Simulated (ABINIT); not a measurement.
An input for ABINIT 10.8.3 (patched build) (MgS):

File run.abi:

```
# Datasets
ndtset 3

# Pseudopotentials
pp_dirpath "./"
pseudos "16_S_6_1.8_1.9_pbe_n_v1.0.psp8, 12_Mg_10_1.9_2.0_pbe_v1.0.psp8"

# Structure
acell 3*1.0
rprim
     7.6243313651     0.0000000000     0.0000000000
    -3.8121656826     6.6028646491     0.0000000000
     0.0000000000     0.0000000000    12.1552743532
ntypat 2
znucl 16 12
natom 4
typat 1 1 2 2
xred
            2/3            1/3   0.8792441500
            1/3            2/3   0.3792441500
            1/3            2/3   0.9957548500
            2/3            1/3   0.4957548500

# Plane-wave basis
ecut 36.0

# k points
kptopt 1
ngkpt 5 5 2
nshiftk 1
shiftk 0.0 0.0 0.0
istwfk *1

# Exchange and correlation
ixc -497498
usekden 1
nc_xccc_gspace 1
boxcutmin 3.0

# Bands and occupations
occopt 1

# SCF cycle
nstep 80
diemac 6.0

# Output
iomode 3
prteig 0
prtebands 0

# Dataset 1: ground state
nband1 16
tolvrs1 1.0e-12
prtden1 1
prtwf1 0
prtkden1 1

# Dataset 2: empty bands at fixed density
iscf2 -2
getden2 1
getkden2 1
nband2 28
nbdbuf2 4
tolwfr2 1.0e-12
nstep2 120
prtden2 0

# Dataset 3: self-energy
optdriver3 4
getwfk3 2
nband3 24
ecutsigx3 36.0
ecutwfn3 36.0
symsigma3 1
gwcalctyp3 15
ixc_sigma3 41
getden3 1
fftgw3 01
gw_qprange3 -20
```

Potentials or basis: SPMS NC PBE v1.0.

Run with:

```console
$ abinit run.abi > log 2>&1
```

**Question.** How does this run end?

**Answer.** The run stopped without a result. It printed:

run.abo:

```text
.Version 10.8.3 of ABINIT
 DATASET    1 : space group P6_3 m c (#186); Bravais hP (primitive hexag.)
================================================================================
 Values of the parameters that define the memory need for DATASET  1.
     intxc =       0    ionmov =       0      iscf =       7    lmnmax =       6
     lnmax =       6     mgfft =     100  mpssoang =       3    mqgrid =    3284
     natom =       4  nloc_mem =       1    nspden =       1   nspinor =       1
    nsppol =       1      nsym =      12    n1xccc =    2501    ntypat =       2
    occopt =       1   xclevel =       2
       mpw =        6363          nfft =      409600          nkpt =          10
[... 137 lines left out ...]

 chkinp: Checking input parameters for consistency, jdtset=   3.

 chkint_prt: ERROR -
 Context: the value of the variable ixc is -497498.
  The value of the input variable optdriver is 4, while it must be
  different from one of the following: 3 4 99 5 10
  Action: you should change the input variables optdriver or ixc.

Checking consistency of input data against itself revealed some problem(s).
So, stopping. The details of the problem(s) are given in the error file or the standard output file (= "log" file).
In parallel, the details might not even be printed there. Then, try running in sequential to see the details.

--- !ERROR
message: |
    Checking consistency of input data against itself gave 1 inconsistency.
    The details of the problem can be FOUND ABOVE (or in output or log file).
    In parallel, the details might not even be printed there. Then, try running in sequential to see the details.
...
```
